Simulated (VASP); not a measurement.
# GaSb (F-43m) in VASP: notebook

The runs below take GaSb through single point, with r2SCAN.

All numbers are computed with VASP 6.6.1; they aren't measurements. Logs are shortened: lines on timing, memory, paths and dates and some standing lists are left out, and cuts for length are marked.

**What was measured.**

A printed reference work, data compilation reports, for a bulk crystal of GaSb at 4.2 K: band gap 0.811 eV (direct).

How close the calculation comes is told below.

## Step 1: The cell of the first run

Symmetry: F-43m, No. 216, cubic system. Conventional cell: a = 6.007 Å, b = 6.007 Å, c = 6.007 Å, α = 90.00°, β = 90.00°, γ = 90.00°. Ga (site symmetry -43m) has 4 Sb at 2.60 Å within 3.4 Å. Sb (site symmetry -43m) has 4 Ga at 2.60 Å within 3.4 Å.

## Step 2: Single point, r2SCAN (volume changed by -6%)

POSCAR reads:

```
GaSb
1.0
    0.0000000000      3.0032981826      3.0032981826
    3.0032981826      0.0000000000      3.0032981826
    3.0032981826      3.0032981826      0.0000000000
Ga Sb
1 1
Direct
    0.0000000000      0.0000000000      0.0000000000
    0.2500000000      0.2500000000      0.2500000000
```

INCAR.step1 reads:

```
  PREC = Accurate
  ENCUT = 550
  ISMEAR = -1
  SIGMA = 0.02
  LREAL = False
  LASPH = True
  NELM = 120
  NBANDS = 16
  GGA = PE
  ALGO = Normal
  EDIFF = 1E-5
  LWAVE = True
  LCHARG = False
  GGA_COMPAT = False
```

INCAR.step2 reads:

```
  PREC = Accurate
  ENCUT = 550
  EDIFF = 1E-6
  ISMEAR = -1
  SIGMA = 0.02
  LREAL = False
  LASPH = True
  NELM = 120
  ALGO = Normal
  ISIF = 2
  LWAVE = False
  LCHARG = False
  METAGGA = R2SCAN
  LMIXTAU = True
  NBANDS = 16
  ISTART = 1
  GGA_COMPAT = False
```

KPOINTS reads:

```
Automatic mesh
0
Gamma
  6 6 6
```

Potentials or basis: VASP PAW PBE potentials, release 64 (Ga_d, Sb).

On the command line:

```sh
$ cat potpaw_PBE.64/Ga_d/POTCAR potpaw_PBE.64/Sb/POTCAR > POTCAR
$ cp INCAR.step1 INCAR
$ mpirun -np 1 vasp_std > vasp.out
$ cp INCAR.step2 INCAR
$ mpirun -np 1 vasp_std > vasp.out
```

OUTCAR:

```text
PREC = Accurate
   ENCUT = 550
   EDIFF = 1E-6
   ISMEAR = -1
   LREAL = False
   LASPH = True
   NELM = 120
   ISIF = 2
   METAGGA = R2SCAN
   ISTART = 1

 ion  position               nearest neighbor table
   1  0.000  0.000  0.000-   2 2.60   2 2.60   2 2.60   2 2.60
   2  0.250  0.250  0.250-   1 2.60   1 2.60   1 2.60   1 2.60

  LATTYP: Found a face centered cubic cell.
 ALAT       =     6.0065963652

  Lattice vectors:

 A1 = (   0.0000000000,   3.0032981826,   3.0032981826)
 A2 = (   3.0032981826,   0.0000000000,   3.0032981826)
 A3 = (   3.0032981826,   3.0032981826,   0.0000000000)

Analysis of symmetry for initial positions (statically):
=====================================================================
 Subroutine PRICEL returns:
 Original cell was already a primitive cell.

 Routine SETGRP: Setting up the symmetry group for a
 face centered cubic supercell.

 Subroutine GETGRP returns: Found 24 space group operations
 (whereof 24 operations were pure point group operations)
 out of a pool of 48 trial point group operations.

The static configuration has the point symmetry T_d .

Analysis of symmetry for dynamics (positions and initial velocities):
=====================================================================
 Subroutine PRICEL returns:
 Original cell was already a primitive cell.

 Routine SETGRP: Setting up the symmetry group for a
 face centered cubic supercell.

 Subroutine GETGRP returns: Found 24 space group operations
 (whereof 24 operations were pure point group operations)
 out of a pool of 48 trial point group operations.

The dynamic configuration has the point symmetry T_d .

 Subroutine INISYM returns: Found 24 space group operations
 (whereof 24 operations are pure point group operations),
 and found     1 'primitive' translations

----------------------------------------------------------------------------------------

                                     Primitive cell

  volume of cell :      54.1783

  direct lattice vectors                    reciprocal lattice vectors
     0.000000000  3.003298183  3.003298183    -0.166483636  0.166483636  0.166483636
     3.003298183  0.000000000  3.003298183     0.166483636 -0.166483636  0.166483636
     3.003298183  3.003298183  0.000000000     0.166483636  0.166483636 -0.166483636

  length of vectors
     4.247305022  4.247305022  4.247305022     0.288358115  0.288358115  0.288358115

  position of ions in fractional coordinates (direct lattice)
     0.000000000  0.000000000  0.000000000
     0.250000000  0.250000000  0.250000000

  ion indices of the primitive-cell ions
   primitive index   ion index
                 1           1
                 2           2

----------------------------------------------------------------------------------------

 KPOINTS: Automatic mesh

Automatic generation of k-mesh.
 Grid dimensions read from file:
 generate k-points for:    6    6    6

 Generating k-lattice:

  Cartesian coordinates                     Fractional coordinates (reciprocal lattice)
    -0.027747273  0.027747273  0.027747273     0.166666667  0.000000000  0.000000000
     0.027747273 -0.027747273  0.027747273     0.000000000  0.166666667  0.000000000
     0.027747273  0.027747273 -0.027747273     0.000000000  0.000000000  0.166666667

  Length of vectors
     0.048059686  0.048059686  0.048059686

  Shift w.r.t. Gamma in fractional coordinates (k-lattice)
     0.000000000  0.000000000  0.000000000

 Subroutine IBZKPT returns following result:
 ===========================================

 Found     16 irreducible k-points:

 Following reciprocal coordinates:
            Coordinates               Weight
  0.000000  0.000000  0.000000      1.000000
  0.166667  0.000000  0.000000      8.000000
  0.333333  0.000000  0.000000      8.000000
  0.500000  0.000000  0.000000      4.000000
  0.166667  0.166667  0.000000      6.000000
  0.333333  0.166667  0.000000     24.000000
[... 8 lines left out ...]
 -0.333333  0.333333  0.166667     24.000000
 -0.333333  0.500000  0.166667     12.000000
   k-points           NKPTS =     16   k-points in BZ     NKDIM =     16   number of bands    NBANDS=     16
   number of dos      NEDOS =    301   number of ions     NIONS =      2
   total plane-waves  NPLWV =  32768
   dimension x,y,z NGX =    32 NGY =   32 NGZ =   32
   dimension x,y,z NGXF=    64 NGYF=   64 NGZF=   64
   ions per type =               1   1
   NGX,Y,Z   is equivalent  to a cutoff of  12.53, 12.53, 12.53 a.u.
   NGXF,Y,Z  is equivalent  to a cutoff of  25.05, 25.05, 25.05 a.u.
 SYSTEM =  unknown system
   PREC   = accura    normal or accurate (medium, high low for compatibility)
   ISTART =      1    job   : 0-new  1-cont  2-samecut
   ICHARG =      0    charge: 1-file 2-atom 10-const
   ISPIN  =      1    spin polarized calculation?
   LNONCOLLINEAR =      F non collinear calculations
   LSORBIT =      F    spin-orbit coupling
[... 122 lines left out ...]
      4     -10.2826      2.00000
      5     -10.2750      2.00000
      6      -5.9422      2.00000
[... 8 lines left out ...]
     15      14.6696      0.00000
     16      15.0713      0.00000

 k-point     7 :       0.5000    0.1667    0.0000
  band No.  band energies     occupation
      1     -10.3847      2.00000
      2     -10.3259      2.00000
      3     -10.3240      2.00000
      4     -10.2809      2.00000
      5     -10.2759      2.00000
      6      -5.0433      2.00000
[... 8 lines left out ...]
     15      15.9823      0.00000
     16      16.0000      0.00000

 k-point     8 :      -0.3333    0.1667    0.0000
  band No.  band energies     occupation
      1     -10.3809      2.00000
      2     -10.3270      2.00000
      3     -10.3267      2.00000
      4     -10.2786      2.00000
      5     -10.2780      2.00000
      6      -5.3118      2.00000
[... 8 lines left out ...]
     15      14.1988      0.00000
     16      15.8642      0.00000

 k-point     9 :      -0.1667    0.1667    0.0000
  band No.  band energies     occupation
      1     -10.3664      2.00000
      2     -10.3347      2.00000
      3     -10.3317      2.00000
      4     -10.2793      2.00000
      5     -10.2768      2.00000
      6      -6.2389      2.00000
[... 8 lines left out ...]
     15      14.4089      0.00000
     16      14.4939      0.00000

 k-point    10 :       0.3333    0.3333    0.0000
  band No.  band energies     occupation
      1     -10.3893      2.00000
      2     -10.3189      2.00000
      3     -10.3189      2.00000
      4     -10.2888      2.00000
      5     -10.2731      2.00000
      6      -5.4352      2.00000
[... 8 lines left out ...]
     15      15.9311      0.00000
     16      16.8469      0.00000

 k-point    11 :       0.5000    0.3333    0.0000
  band No.  band energies     occupation
      1     -10.3958      2.00000
      2     -10.3164      2.00000
      3     -10.3147      2.00000
      4     -10.2891      2.00000
      5     -10.2735      2.00000
      6      -4.5991      2.00000
[... 8 lines left out ...]
     15      16.3637      0.00000
     16      17.2117      0.00000

 k-point    12 :      -0.3333    0.3333    0.0000
  band No.  band energies     occupation
      1     -10.3910      2.00000
      2     -10.3209      2.00000
      3     -10.3182      2.00000
      4     -10.2835      2.00000
      5     -10.2769      2.00000
      6      -4.5178      2.00000
[... 8 lines left out ...]
     15      13.9078      0.00000
     16      18.2517      0.00000

 k-point    13 :       0.5000    0.5000    0.0000
  band No.  band energies     occupation
      1     -10.4024      2.00000
      2     -10.3105      2.00000
      3     -10.3105      2.00000
      4     -10.2935      2.00000
      5     -10.2717      2.00000
      6      -4.2158      2.00000
[... 8 lines left out ...]
     15      17.2350      0.00000
     16      17.4022      0.00000

 k-point    14 :       0.5000    0.3333    0.1667
  band No.  band energies     occupation
      1     -10.3866      2.00000
      2     -10.3237      2.00000
      3     -10.3203      2.00000
      4     -10.2844      2.00000
      5     -10.2753      2.00000
      6      -5.1500      2.00000
[... 8 lines left out ...]
     15      15.0818      0.00000
     16      17.2235      0.00000

 k-point    15 :      -0.3333    0.3333    0.1667
  band No.  band energies     occupation
      1     -10.3908      2.00000
      2     -10.3226      2.00000
      3     -10.3169      2.00000
      4     -10.2833      2.00000
      5     -10.2769      2.00000
      6      -4.5157      2.00000
[... 8 lines left out ...]
     15      16.6145      0.00000
     16      16.8322      0.00000

 k-point    16 :      -0.3333    0.5000    0.1667
  band No.  band energies     occupation
      1     -10.3966      2.00000
      2     -10.3178      2.00000
      3     -10.3125      2.00000
      4     -10.2878      2.00000
      5     -10.2749      2.00000
      6      -4.1720      2.00000
[... 8 lines left out ...]
     15      16.2494      0.00000
     16      17.5680      0.00000

------------------------ aborting loop because EDIFF is reached ----------------------------------------

  FORCE on cell =-STRESS in cart. coord.  units (eV):
  Direction    XX          YY          ZZ          XY          YZ          ZX
  --------------------------------------------------------------------------------------
  -------------------------------------------------------------------------------------
  Total        1.3340370      1.3340370      1.3340370      0.0000000      0.0000000     -0.0000000
  in kB       39.4505547     39.4505547     39.4505547      0.0000000      0.0000000     -0.0000000
  external PRESSURE =      39.4505547 kB  Pullay stress =       0.0000000 kB

 VOLUME and BASIS-vectors are now :
 -----------------------------------------------------------------------------
  energy-cutoff  :      550.00
  volume of cell :       54.18
      direct lattice vectors                 reciprocal lattice vectors
     0.000000000  3.003298183  3.003298183    -0.166483636  0.166483636  0.166483636
     3.003298183  0.000000000  3.003298183     0.166483636 -0.166483636  0.166483636
     3.003298183  3.003298183  0.000000000     0.166483636  0.166483636 -0.166483636

 POSITION                                       TOTAL-FORCE (eV/Angst)
 -----------------------------------------------------------------------------------
      0.00000      0.00000      0.00000        -0.000000     -0.000000     -0.000000
      1.50165      1.50165      1.50165         0.000000      0.000000      0.000000
 -----------------------------------------------------------------------------------
    total drift:                               -0.000001     -0.000001     -0.000001

  FREE ENERGIE OF THE ION-ELECTRON SYSTEM (eV)
  ---------------------------------------------------
  free  energy   TOTEN  =       -37.5378585358 eV

  energy  without entropy=      -37.5378585357  energy(sigma->0) =      -37.53785854
```

It took 41 s on 1 thread of Intel Xeon 6975P-C, shared host; peak memory 0.19 GiB.

What came out:

| Quantity | Value |
| --- | --- |
| Free energy | -37.5379 eV |
| Pressure | 3.9 GPa |
| Band gap on the k mesh | 0.81 eV, indirect (least direct gap 0.88 eV) |

Caveat: the cell differs from its parent crystal (volume changed by -6%); the PAW data sets were made with another functional, which shifts forces and pressure a little; spin-orbit coupling is left out, which moves the levels of the heavy elements. A k mesh can miss the band edges.

## Step 3: Single point, r2SCAN (volume changed by -3%)

POSCAR reads:

```
GaSb
1.0
    0.0000000000      3.0349141711      3.0349141711
    3.0349141711      0.0000000000      3.0349141711
    3.0349141711      3.0349141711      0.0000000000
Ga Sb
1 1
Direct
    0.0000000000      0.0000000000      0.0000000000
    0.2500000000      0.2500000000      0.2500000000
```

INCAR.step1 reads:

```
SYSTEM = GaSb
PREC     = Accurate       ! precision mode
ENCUT    = 550            ! plane-wave cutoff, eV
ISMEAR   = -1             ! smearing method
SIGMA    = 0.02           ! smearing width, eV
LREAL    = .False.        ! projectors in reciprocal space
LASPH    = .True.         ! aspherical terms in the spheres
NELM     = 120            ! most SCF steps
NBANDS   = 16             ! bands
GGA      = PE             ! functional
ALGO     = Normal         ! electronic algorithm
EDIFF    = 1E-5           ! SCF threshold, eV
LWAVE    = .True.         ! write WAVECAR
LCHARG   = .False.        ! write CHGCAR
GGA_COMPAT= .False.
```

INCAR.step2 reads:

```
SYSTEM = GaSb
PREC     = Accurate       ! precision mode
ENCUT    = 550            ! plane-wave cutoff, eV
EDIFF    = 1E-6           ! SCF threshold, eV
ISMEAR   = -1             ! smearing method
SIGMA    = 0.02           ! smearing width, eV
LREAL    = .False.        ! projectors in reciprocal space
LASPH    = .True.         ! aspherical terms in the spheres
NELM     = 120            ! most SCF steps
ALGO     = Normal         ! electronic algorithm
ISIF     = 2              ! what is computed and relaxed
LWAVE    = .False.        ! write WAVECAR
LCHARG   = .False.        ! write CHGCAR
METAGGA  = R2SCAN         ! meta-GGA
LMIXTAU  = .True.       
NBANDS   = 16             ! bands
ISTART   = 1            
GGA_COMPAT= .False.
```

KPOINTS reads:

```
regular mesh
0
Gamma
  6 6 6
  0 0 0
```

Potentials or basis: VASP PAW PBE potentials, release 64 (Ga_d, Sb).

On the command line:

```sh
$ cat potpaw_PBE.64/Ga_d/POTCAR potpaw_PBE.64/Sb/POTCAR > POTCAR
$ cp INCAR.step1 INCAR
$ mpirun -np 1 vasp_std > vasp.out
$ cp INCAR.step2 INCAR
$ mpirun -np 1 vasp_std > vasp.out
```

It took 67 s on 1 thread of Intel Xeon 6975P-C, shared host; peak memory 0.21 GiB.

It converged, with:

```yaml
Free_energy: -37.5690 eV
Pressure: 1.9 GPa
Band_gap_on_the_k_mesh: 0.63 eV, direct
```

Levels at points of the mesh, in eV from the valence-band top:
```
           k point  band 5  band 6  band 7  band 8  band 9  band 10  band 11  band 12  band 13  band 14
(0.00, 0.00, 0.00)  -15.49  -12.11    0.00    0.00    0.00     0.63     2.97     2.97     2.97     6.38
(0.50, 0.00, 0.00)  -15.49  -10.32   -6.71   -1.26   -1.26     0.74     4.01     4.01     6.91    10.13
(0.50, 0.50, 0.00)  -15.49   -9.39   -7.17   -2.79   -2.79     1.09     1.43     9.42     9.42    11.00
```

Caveat: the cell differs from its parent crystal (volume changed by -3%); the PAW data sets were made with another functional, which shifts forces and pressure a little; spin-orbit coupling is left out, which moves the levels of the heavy elements. A k mesh can miss the band edges.

## Step 4: Single point, r2SCAN

This run uses another cell than the first one, of 28.82 Å³/atom, 1.064 times its volume.

POSCAR reads:

```
GaSb
1.0
    0.0000000000      3.0658848221      3.0658848221
    3.0658848221      0.0000000000      3.0658848221
    3.0658848221      3.0658848221      0.0000000000
Ga Sb
1 1
Direct
    0.0000000000      0.0000000000      0.0000000000
    0.2500000000      0.2500000000      0.2500000000
```

INCAR.step1 reads:

```
PREC = Accurate
ENCUT = 550
ISMEAR = -1
SIGMA = 0.02
LREAL = F
LASPH = T
NELM = 120
NBANDS = 16
GGA = PE
ALGO = Normal
EDIFF = 1E-5
LWAVE = T
LCHARG = F
GGA_COMPAT = F
```

INCAR.step2 reads:

```
PREC = Accurate
ENCUT = 550
EDIFF = 1E-6
ISMEAR = -1
SIGMA = 0.02
LREAL = F
LASPH = T
NELM = 120
ALGO = Normal
ISIF = 2
LWAVE = F
LCHARG = T
METAGGA = R2SCAN
LMIXTAU = T
LELF = T
LVHAR = T
NBANDS = 16
ISTART = 1
GGA_COMPAT = F
```

KPOINTS reads:

```
regular mesh
0
Gamma
  6 6 6
```

On the command line:

```sh
$ cat potpaw_PBE.64/Ga_d/POTCAR potpaw_PBE.64/Sb/POTCAR > POTCAR
$ cp INCAR.step1 INCAR
$ mpirun -np 1 vasp_std > vasp.out
$ cp INCAR.step2 INCAR
$ mpirun -np 1 vasp_std > vasp.out
```

Run time: 59 s. Hardware: 1 thread of Intel Xeon 6975P-C, shared host; peak memory 0.21 GiB.

Results (log left out):

```yaml
Free_energy: -37.5791 eV
Pressure: 0.1 GPa
Band_gap_on_the_k_mesh: 0.40 eV, direct
```

Levels at points of the mesh, in eV from the valence-band top:
```tsv
k point	band 6	band 7	band 8	band 9	band 10	band 11	band 12	band 13
(0.00, 0.00, 0.00)	-11.88	0.00	0.00	0.00	0.40	2.98	2.98	2.98
(0.50, 0.00, 0.00)	-10.18	-6.55	-1.20	-1.20	0.67	4.01	4.01	6.92
(0.50, 0.50, 0.00)	-9.30	-7.02	-2.67	-2.67	1.12	1.49	9.22	9.22
```

Caveat: the PAW data sets were made with another functional, which shifts forces and pressure a little; spin-orbit coupling is left out, which moves the levels of the heavy elements.

## Step 5: The runs side by side

| cell | gap on the mesh (eV) | pressure (GPa) |
| --- | --- | --- |
| a = 4.247 Å, angles 60.0°, 2 atoms | 0.81 | 3.9 |
| a = 4.292 Å, angles 60.0°, 2 atoms | 0.63 | 1.9 |
| a = 4.336 Å, angles 60.0°, 2 atoms | 0.40 | 0.1 |

Alike in all rows: task single point; level r2SCAN; potentials or basis VASP PAW PBE potentials, release 64 (Ga_d, Sb); no spin polarisation; k mesh 6 × 6 × 6; cutoff (eV) 550; smearing fermi-dirac 0.02 eV.

Caveats: the PAW data sets were made with another functional, which shifts forces and pressure a little; spin-orbit coupling is left out, which moves the levels of the heavy elements.

Absolute energies hang on the potentials; compare differences alone.

## Step 6: Comparison with measurements

Step 4. Against the measured gap of GaSb, 0.811 eV (direct; 4.2 K; a printed reference work, data compilation), the calculated 0.40 eV is off by -0.41 eV. Spin-orbit coupling on Ga, Sb is left out. The value is that of r2SCAN on a finite k mesh, which can miss the band edges, without temperature or zero-point motion.
